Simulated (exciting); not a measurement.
Here is an exciting (release sodium) calculation.

The input input.xml:

```xml
<input>
  <title>PtSe2</title>
  <structure speciespath="./" tshift="false">
    <crystal scale="1">
      <basevect>7.037340088106 0.000000000000 0.000000000000</basevect>
      <basevect>-3.518670044053 6.094515291383 0.000000000000</basevect>
      <basevect>0.000000000000 0.000000000000 9.565793642856</basevect>
    </crystal>
    <species speciesfile="Pt.xml" rmt="2.3">
      <atom coord="0.000000000000 0.000000000000 0.000000000000"/>
    </species>
    <species speciesfile="Se.xml" rmt="2">
      <atom coord="0.666666666700 0.333333333300 0.750000000000"/>
      <atom coord="0.333333333300 0.666666666700 0.250000000000"/>
    </species>
  </structure>
  <groundstate do="fromscratch" ngridk="8 8 5" rgkmax="9" gmaxvr="14" lmaxapw="10" lmaxmat="10" lmaxvr="8" xctype="GGA_PBE" stype="Gaussian" swidth="0.00040424" nempty="16" ValenceRelativity="iora*" epsengy="1e-05" epspot="1e-05" maxscl="60" tforce="true" outputlevel="normal"/>
  <properties>
    <chargedensityplot>
      <plot3d>
        <box grid="19 19 26">
          <origin coord="0 0 0"/>
          <point coord="1 0 0"/>
          <point coord="0 1 0"/>
          <point coord="0 0 1"/>
        </box>
      </plot3d>
    </chargedensityplot>
    <elfplot>
      <plot3d>
        <box grid="19 19 26">
          <origin coord="0 0 0"/>
          <point coord="1 0 0"/>
          <point coord="0 1 0"/>
          <point coord="0 0 1"/>
        </box>
      </plot3d>
    </elfplot>
    <exccplot>
      <plot3d>
        <box grid="19 19 26">
          <origin coord="0 0 0"/>
          <point coord="1 0 0"/>
          <point coord="0 1 0"/>
          <point coord="0 0 1"/>
        </box>
      </plot3d>
    </exccplot>
  </properties>
</input>
```

Potentials or basis: all-electron LAPW+lo, shipped species files, valence relativity iora*.

Run with:

```sh
$ OMP_NUM_THREADS=1 exciting_smp
```

Estimate the largest force.

0.597 eV/Å.

Estimate the band gap on the k mesh.

none (metal or under the smearing width).

Forces on the atoms (eV/Å):
```
Pt   0.000  0.000  0.000
Se   0.000  0.000 -0.597
Se   0.000  0.000  0.597
```

The run has no spin-orbit coupling, so splittings on Pt are missing.
